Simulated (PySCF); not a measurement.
Species: propanal, C3H6O.
Z-matrix (Å and degrees, PBE0-D3(BJ)/def2-TZVP geometry), rows numbered from 1:
```
C 
C   1  1.5130
C   2  1.4981  1  114.35
O   3  1.2004  2  124.86  1    -0.00
H   1  1.0910  2  110.88  3   179.69
H   1  1.0910  2  110.88  3    59.16
H   1  1.0909  2  110.88  3   -59.77
H   2  1.0987  1  111.94  3   121.36
H   2  1.0982  1  112.05  3  -121.72
H   3  1.1127  2  114.79  1   179.91
```

Linear response at PBE0/aug-cc-pVTZ (PySCF, frozen core in the response, non-relativistic). One conformer (not necessarily the lowest) at the PBE0-D3(BJ)/def2-TZVP geometry, without solvent, vibrations or thermal averaging.

Static isotropic polarisability: 42.03 au (6.23 Å³), principal values 34.1, 45.7, 46.3 au.

Task: What is the polarisability at 1064 nm and at the sodium D line?

Result: 42.34 au at 1064 nm (+0.7 %), 43.08 au at 589.3 nm (+2.5 %). The rise at 589.3 nm is 3.35 times that at 1064 nm; a pure ω² law gives 3.26. The lowest singlet lies at 283 nm, shorter than both wavelengths.

Task: What is the isotropic C6 coefficient between two such molecules, C6 = (3/π)∫α(iω)² dω?

Result: 782 au (Eh·bohr⁶) by a ten-point quadrature over imaginary frequencies, which is 467 eV·Å⁶ or 45.1 J·nm⁶/mol.

Task: Which effective excitation energy ω̄ makes London's formula C6 = (3/4)α²ω̄ exact here?

Result: ω̄ = 4·C6/(3α²) = 0.590 Eh = 16.1 eV. A one-pole form α(ω) = α/(1 − ω²/ω̄²) fitted to the 1064 nm value gives 13.6 eV.

Task: What three-body coefficient follows from the one-pole estimate C9 = (3/4)·α·C6?

Result: 24700 au. This is an estimate from the two numbers above, not a computed integral.

Task: What n − 1 at the D line would an ideal gas of it have at 273.15 K and 1 atm (2.6868 × 10¹⁹ cm⁻³), by n − 1 = 2π·N·α′?

Result: 10.78 × 10⁻⁴, a formal value whether or not that pressure can be reached.

Task: How many electrons N does the Slater–Kirkwood formula C6 = (3/4)·√N·α^(3/2) need to give this C6?

Result: N = (4·C6/3)²/α³ = 14.6; the species has 32 electrons in all.

Task: The lowest 10 singlets have (eV, f): 4.39, 0.000; 6.34, 0.019; 6.87, 0.037; 7.06, 0.008; 7.17, 0.002; 7.67, 0.027; 7.99, 0.001; 8.05, 0.038; 8.18, 0.048; 8.29, 0.001. What share of the static polarisability do they carry in the sum over states α = Σ f/ω²?

Result: 2.41 au, 5.7 % of α; the largest term, 0.58 au, is that of the state at 6.87 eV. Their oscillator strengths add up to 0.18. Higher states carry the rest.

Task: What molar refraction at the D line follows from R = (4π/3)·N_A·α′, with α′ the polarisability volume?

Result: α′ = 6.38 Å³ gives R = 16.10 cm³/mol, for isolated, non-vibrating species.

Task: How anisotropic is the static polarisability, by Δα² = ½[(α1 − α2)² + (α2 − α3)² + (α3 − α1)²]?

Result: Δα = 12.0 au, or 0.28 of the isotropic value.

On Arm Neoverse V1, one thread, on a shared host, this took 34 s of wall time and 0.99 GiB of memory at its peak. This is the whole response run at PBE0/aug-cc-pVTZ, SCF included.
